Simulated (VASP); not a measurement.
**Al under changes of volume**

One of the cells (16.935 Å³/atom); the others are scaled copies at fixed shape and fractional positions:

```
CELL_PARAMETERS angstrom
0.00000 2.03821 2.03821
2.03821 0.00000 2.03821
2.03821 2.03821 0.00000
ATOMIC_POSITIONS crystal
Al 0.00000 0.00000 0.00000
```

| Item | Value |
| --- | --- |
| Program | VASP 6.6.1 |
| Functional | PBEsol |
| Potentials or basis | VASP PAW PBE potentials, release 64 (Al) |
| Cutoff | 520 eV |
| k mesh | 11 × 11 × 11 |
| Occupations | fermi-dirac, width 0.05 eV |
| Spin | no spin polarisation |

```tsv
volume (Å³/atom)	energy over the lowest point (meV/atom)	pressure (GPa)
15.607	6.30	3.5
15.939	1.21	1.5
16.271	0.00	-0.3
16.935	7.66	-3.3
17.267	?	?
17.599	26.51	-5.7
```

Task: What does the run at 17.267 Å³/atom give?

Result: Energy over the lowest point 15.84 meV/atom; pressure -4.6 GPa.

Worked out: A Birch-Murnaghan fit of order 3 (a polynomial in V^(-2/3)) to the other rows has its minimum at 16.21 Å³/atom with B0 = V·E''(V) = 83 GPa and B' = 4.4. It gives 15.84 meV/atom at 17.267 Å³/atom, against the run's 15.84, and -dE/dV = -4.6 GPa, against -4.6.

Energies are extrapolated to zero smearing.

Caveats: the PAW data sets were made with another functional, which shifts forces and pressure a little.
